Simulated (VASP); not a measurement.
Wanted: the native input for a VASP 6.6.1 run.

```
Task                   : relaxation of shape and atoms at fixed volume
Functional             : LDA
Potentials or basis    : VASP PAW LDA potentials, release 64 (Mo_sv, Se)
Cutoff                 : 600 eV
k mesh                 : 9 × 9 × 2
Occupations            : gaussian, width 0.03 eV
Spin                   : no spin polarisation
Further INCAR settings : ALGO = Normal; EDIFF = 1e-07; IBRION = 2; EDIFFG = -0.01; NSW = 40; ISIF = 4
```

The structure of MoSe2 lies in POSCAR:

```
MoSe2                                   
1.0
    3.2299821922      0.0000000000      0.0000000000
   -1.6149910961      2.7972466322      0.0000000000
    0.0000000000      0.0000000000     12.6532767456
  Mo              Se            
     2     4
Direct
     0.3333333332999970    0.6666666667000030    0.2500000000000000
     0.6666666667000030    0.3333333332999970    0.7500000000000000
     0.3333333332999970    0.6666666667000030    0.6196545792964159
     0.6666666667000030    0.3333333332999970    0.1196545792964159
     0.3333333332999970    0.6666666667000030    0.8803454207035841
     0.6666666667000030    0.3333333332999970    0.3803454207035841
```

The cell isn't the ideal one: a relaxed cell with its volume scaled by 0.98.

The input as run:

INCAR

```
SYSTEM = MoSe2
  PREC = Accurate
  ENCUT = 600
  EDIFF = 1E-7
  ISMEAR = 0
  SIGMA = 0.03
  LREAL = .False.
  LASPH = .True.
  NELM = 80
  ALGO = Normal
  ISIF = 4
  LWAVE = .False.
  LCHARG = .False.
  IBRION = 2
  NSW = 40
  EDIFFG = -0.01
  KPAR = 2
```

KPOINTS

```
Automatic mesh
0
Gamma
  9 9 2
  0 0 0
```

Potentials or basis: VASP PAW LDA potentials, release 64 (Mo_sv, Se).

Run with:

```sh
$ cat potpaw_LDA.64/Mo_sv/POTCAR potpaw_LDA.64/Se/POTCAR > POTCAR
$ mpirun -np 2 vasp_std > vasp.out
```

Results of the run:

The energy gained by relaxing is 2.4 meV/atom, the ionic steps are 5 and the pressure after relaxing is 1.0 GPa. The band gap on the k mesh is 0.75 eV, indirect (least direct gap 1.53 eV).

Caveat: an odd mesh through Γ misses points on the zone boundary, where band edges often lie.

Run time: 3.5 min on 2 MPI ranks on Intel(R) Xeon(R) Platinum 8488C (Sapphire Rapids) (shared host), peak memory 0.26 GiB a rank.
